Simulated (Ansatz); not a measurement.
Reactions of C$_{2}$H$_{7}$Cl$_{2}$NSi$_{2}$, SMILES `C=CN([SiH2]Cl)[SiH2]Cl`.

Gas-phase electronic energies from Ansatz, PBE0-D4/def2-TZVP geometries. CBS: MP2 limit from def2 TZ/QZ plus the TZ coupled-cluster correction, frozen cores. This one scheme is used for every species. For Ge outer-core shells are correlated without core-valence functions, which leaves a few kJ/mol of doubt a bond. Scalar relativity is left out up to krypton. Each species was taken in one conformer, which may not be the lowest.

Task: Order these by ΔE at CCSD(T)/CBS, lowest first. (Estimate.)
A. `C=CN([SiH2]Cl)[SiH2]Cl` + `O[SiH](Cl)Cl` → `Cl[SiH2]O[SiH](Cl)Cl` + `C=CN[SiH2]Cl`
B. `C=CN([SiH2]Cl)[SiH2]Cl` + CH₃NH₂ → `CN[SiH2]Cl` + `C=CN[SiH2]Cl`
C. `C=CN([SiH2]Cl)[SiH2]Cl` + propane → `CC(C)[SiH2]Cl` + `C=CN[SiH2]Cl`
D. `C=CN([SiH2]Cl)[SiH2]Cl` + acetic acid → `CC(=O)O[SiH2]Cl` + `C=CN[SiH2]Cl`
E. `C=CN([SiH2]Cl)[SiH2]Cl` + `CO[SiH2]Cl` → `Cl[SiH2]O[SiH2]Cl` + `C=CN(C)[SiH2]Cl`
F. `C=CN([SiH2]Cl)[SiH2]Cl` + `N[CH](F)[GeH3]` → `NC(F)[SiH2]Cl` + `C=C[N]([GeH3])[SiH2]Cl`

Result: E (-0.96 eV), A (-0.59 eV), D (-0.31 eV), B (-0.09 eV), F (+0.38 eV), C (+0.64 eV).

Largest T1 diagnostic: 0.015, for `CC(=O)O`.
